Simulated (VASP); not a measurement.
A run of VASP 6.6.1 is set up as follows.

The input POSCAR:

```
BAs
1.0
    0.0000000000      2.3885000000      2.3885000000
    2.3885000000      0.0000000000      2.3885000000
    2.3885000000      2.3885000000      0.0000000000
B As
1 1
Direct
    0.0000000000      0.0000000000      0.0000000000
    0.2500000000      0.2500000000      0.2500000000
```

File INCAR.step1:

```
ALGO     = Normal         # electronic algorithm
EDIFF    = 1E-8           # SCF threshold, eV
EDIFFG   = -0.002         # ionic threshold
ENCUT    = 600            # plane-wave cutoff, eV
GGA      = PE             # functional
IBRION   = 2              # ionic algorithm
ISIF     = 3              # what is computed and relaxed
ISMEAR   = 0              # smearing method
LASPH    = T              # aspherical terms in the spheres
LCHARG   = F              # write CHGCAR
LREAL    = F              # projectors in reciprocal space
LWAVE    = F              # write WAVECAR
NELM     = 80             # most SCF steps
NSW      = 40             # ionic steps
PREC     = Accurate       # precision mode
SIGMA    = 0.02           # smearing width, eV
```

The input INCAR.step2:

```
ALGO     = Normal         # electronic algorithm
EDIFF    = 1E-8           # SCF threshold, eV
ENCUT    = 600            # plane-wave cutoff, eV
GGA      = PE             # functional
IBRION   = 8              # ionic algorithm
ISIF     = 2              # what is computed and relaxed
ISMEAR   = 0              # smearing method
LASPH    = T              # aspherical terms in the spheres
LCHARG   = F              # write CHGCAR
LREAL    = F              # projectors in reciprocal space
LWAVE    = F              # write WAVECAR
NELM     = 80             # most SCF steps
NSW      = 1              # ionic steps
PREC     = Accurate       # precision mode
SIGMA    = 0.02           # smearing width, eV
```

File KPOINTS:

```
k-points
0
Gamma
  10 10 10
```

Potentials or basis: VASP PAW PBE potentials, release 64 (B, As).

The run is started by

```bash
$ cat potpaw_PBE.64/B/POTCAR potpaw_PBE.64/As/POTCAR > POTCAR
$ cp INCAR.step1 INCAR
$ mpirun -np 1 vasp_std > vasp.out
$ cp CONTCAR POSCAR
$ cp INCAR.step2 INCAR
$ mpirun -np 1 vasp_std > vasp.out
```

Question: What does it give for the highest phonon frequency at Γ, LO-TO splitting left out?

Answer: 679 cm⁻¹.

Question: What does it give for the space group after relaxing (to 0.05 Å)?

Answer: F-43m (No. 216).

The path:
```tsv
step	energy change (eV)	largest force (eV/Å)	pressure (GPa)	volume (Å³)
1	0.0000	0.0000	3.42	27.25
2	-0.0037	0.0000	-2.19	28.42
3	-0.0071	0.0000	0.01	27.93
```
